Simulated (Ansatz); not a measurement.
# HfN: stress in a strained cell

Aim: deform HfN (equal xy, yz and zx engineering shear strains of +3 %) and compute stress, forces and field gradients with LAPW, PAW and all-electron datasets made for the crystal.

Method: DFT LDA, scalar-relativistic, in Ansatz 0.2.0.

## Step 1: Starting point

The structure is cubic, space group Fm-3m (No. 225). Conventional cell: a = 4.518 Å, b = 4.518 Å, c = 4.518 Å, α = 90.00°, β = 90.00°, γ = 90.00°. Hf (site symmetry m-3m) has 6 N at 2.26 Å as nearest neighbours. N (site symmetry m-3m) is surrounded by 6 Hf at 2.26 Å.

Coordinates:

```
CELL_PARAMETERS angstrom
0.00000 2.25900 2.25900
2.25900 0.00000 2.25900
2.25900 2.25900 0.00000
ATOMIC_POSITIONS crystal
Hf 0.00000 0.00000 0.00000
N 0.50000 0.50000 0.50000
```

Atoms are numbered in the order of the input: Hf1, N2.

## Step 2: After the deformation

Space group Fm-3m before, R-3m after.

## Step 3: Full-potential LAPW

Input file input.yaml:

```yaml
crystal:
  lattice:
    - [0.06777, 2.292885, 2.292885]
    - [2.292885, 0.06777, 2.292885]
    - [2.292885, 2.292885, 0.06777]
  atoms:
    - { symbol: Hf, position: [0.0, 0.0, 0.0] }
    - { symbol: "N", position: [0.5, 0.5, 0.5] }
kpoints:
  mp_grid: { grid: [10, 10, 10] }
  band_path:
    path:
      - [0.0, 0.0, 0.0]
      - [0.5, 0.5, 0.5]
      - [0.2428775097, 0.5, 0.7571224903]
      - [-0.2428775097, 0.2428775097, 0.5]
      - [0.0, 0.0, 0.5]
      - [0.0, 0.0, 0.0]
      - [-0.3714387548, 0.0, 0.3714387548]
      - [0.0, 0.3714387548, 0.6285612452]
      - [0.0, 0.5, 0.5]
    npoints: 5
scf:
  occupations: { method: fermi_dirac, width: 0.03 }
hamiltonian:
  xc: lda
  pseudopotentials: { kind: all_electron, lapw: { basis_error: 0.001 } }
output:
  forces: true
  stress: true
  eigenvalues: true
```

Run with:

```
$ ansatz run input.yaml --threads 1 --pin off --max-ram 3072MiB --backend cpu --events-out ev --progress --plain --runs-dir out
```

## Step 4: PAW with frozen cores

Input file input.yaml:

```yaml
crystal:
  lattice:
    - [0.06777, 2.292885, 2.292885]
    - [2.292885, 0.06777, 2.292885]
    - [2.292885, 2.292885, 0.06777]
  atoms:
    - { symbol: Hf, position: [0.0, 0.0, 0.0] }
    - { symbol: "N", position: [0.5, 0.5, 0.5] }
kpoints:
  mp_grid: { grid: [10, 10, 10] }
scf:
  occupations: { method: fermi_dirac, width: 0.03 }
hamiltonian:
  xc: lda
  pseudopotentials: { kind: paw }
output:
  forces: true
  stress: true
  eigenvalues: true
  efg: { contact_densities: true }
  write_density: true
  write_potential: true
  elf: true
  volumetric_format: npy
```

## Step 5: All-electron PAW on datasets made for the crystal

Edit input.yaml of step 4 so:

```diff
@@ -14,3 +14,3 @@
   xc: lda
-  pseudopotentials: { kind: paw }
+  pseudopotentials: { kind: all_electron, datasets: crystal }
 output:
@@ -20,5 +20 @@
   efg: { contact_densities: true }
-  write_density: true
-  write_potential: true
-  elf: true
-  volumetric_format: npy
```

(Steps that only read results are left out.)

What does the calculation give? Wanted: pressure; largest shear or deviatoric stress.

**Answer**, as computed:

| quantity | value |
| --- | --- |
| pressure | LAPW -9.00, PAW -9.12, crystal datasets -9.01 GPa |
| largest shear or deviatoric stress (LAPW) | 3.57 GPa |

What this shows: The largest part of the stress beyond the pressure is 3.57 GPa in size; the atoms are carried along and not relaxed. No run of the undeformed cell stands beside it, so the pressure holds what the given cell had before the change. PAW: stress within 0.11 GPa of LAPW. Crystal datasets: stress within 0.01 GPa of LAPW. Spin-orbit coupling is left out, though the cell holds Hf; in elements this heavy it can shift bands and gaps by tenths of an eV. HfN has an odd count of electrons, so a run without spin can force a false metal and spoil its energy.
